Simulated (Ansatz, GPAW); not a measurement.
Given: the input of a run of Ansatz 0.2.0 on CoO. 

input.yaml

```yaml
crystal:
  lattice:
    - [0.0, 2.1315, 2.1315]
    - [2.1315, 0.0, 2.1315]
    - [2.1315, 2.1315, 0.0]
  atoms:
    - { symbol: Co, position: [0.0, 0.0, 0.0], spin: 2.0 }
    - { symbol: O, position: [0.5, 0.5, 0.5] }
hamiltonian:
  xc: pbe
  pseudopotentials: { kind: paw }
magnetization:
  spin_polarized: true
kpoints:
  mp_grid: { grid: [11, 11, 11] }
scf:
  occupations: { method: gaussian, width: 0.03 }
output:
  forces: true
  stress: true
  eigenvalues: true
```

Potentials or basis: Ansatz PAW.

Launch:

```console
$ ansatz run input.yaml --threads 2 --pin off --max-ram 5632MiB --backend cpu --events-out ev --progress --plain --runs-dir out
```

Problem. What does the same run look like in GPAW 26.7.0 (ASE script)? Potentials or basis there: GPAW PAW data sets (gpaw-data 1.2.1), cutoff 800 eV.

Solution. As run (cutoffs and basis follow the program's own potentials, and thresholds, step limits or extra output files can differ):

run.py

```python
from ase.dft.bandgap import bandgap
from ase.io import read, write
from ase.units import Bohr, GPa
from gpaw import GPAW, PW
from gpaw.elf import elf_from_dft_calculation

atoms = read('POSCAR')
atoms.set_initial_magnetic_moments([2.0, 0.0])

calc = GPAW(mode=PW(800),
            xc='PBE',
            kpts={'size': (11, 11, 11), 'gamma': True},
            occupations={'name': 'methfessel-paxton', 'order': 0, 'width': 0.03},
            nbands=17,
            convergence={'density': 1e-05, 'energy': 1e-05},
            maxiter=150,
            txt='gpaw.txt')
atoms.calc = calc
energy = atoms.get_potential_energy()
forces = atoms.get_forces()
stress = atoms.get_stress()
calc.write('gs.gpw')
write('result.traj', atoms)
print(f'Energy: {energy:.6f} eV')
print('Forces (eV/A):')
print(forces.round(4))
print('Stress (GPa):', (stress / GPa).round(3))
print('Moments:', calc.get_magnetic_moments().round(3))
print('Fermi level:', round(calc.get_fermi_level(), 4), 'eV')
print(f'Gap: {bandgap(calc)[0]:.4f} eV, direct: {bandgap(calc, direct=True)[0]:.4f} eV')

# fields on the real-space grid
write('density.cube', atoms, data=calc.get_pseudo_density() * Bohr**3)
write('potential.cube', atoms, data=calc.get_electrostatic_potential())
write('spin.cube', atoms, data=(calc.get_pseudo_density(spin=0) - calc.get_pseudo_density(spin=1)) * Bohr**3)
write('elf.cube', atoms, data=elf_from_dft_calculation(calc).data)
```

POSCAR

```
CoO
1.0
    0.0000000000      2.1315000000      2.1315000000
    2.1315000000      0.0000000000      2.1315000000
    2.1315000000      2.1315000000      0.0000000000
Co O
1 1
Direct
    0.0000000000      0.0000000000      0.0000000000
    0.5000000000      0.5000000000      0.5000000000
```

Potentials or basis: GPAW PAW data sets (gpaw-data 1.2.1), pw.

Launch:

```console
$ OMP_NUM_THREADS=1 python run.py
```

Both were run:

|  | Ansatz | GPAW |
| --- | --- | --- |
| Pressure | -1.6 GPa | -1.1 GPa |
| Net moment | 2.98 μB per cell | 2.98 μB per cell |

Ansatz's pressure holds a Pulay term of +0.74 GPa for its cutoff of 420 eV, which the other run lacks.

The potentials hold 23 and 15 valence electrons a cell.

Where Ansatz's input types no cutoff or centring, it takes its own default and a Γ-centred mesh.

The magnetic state is the one that the start led to; the real crystal's order can differ.

Pressure is positive in compression.
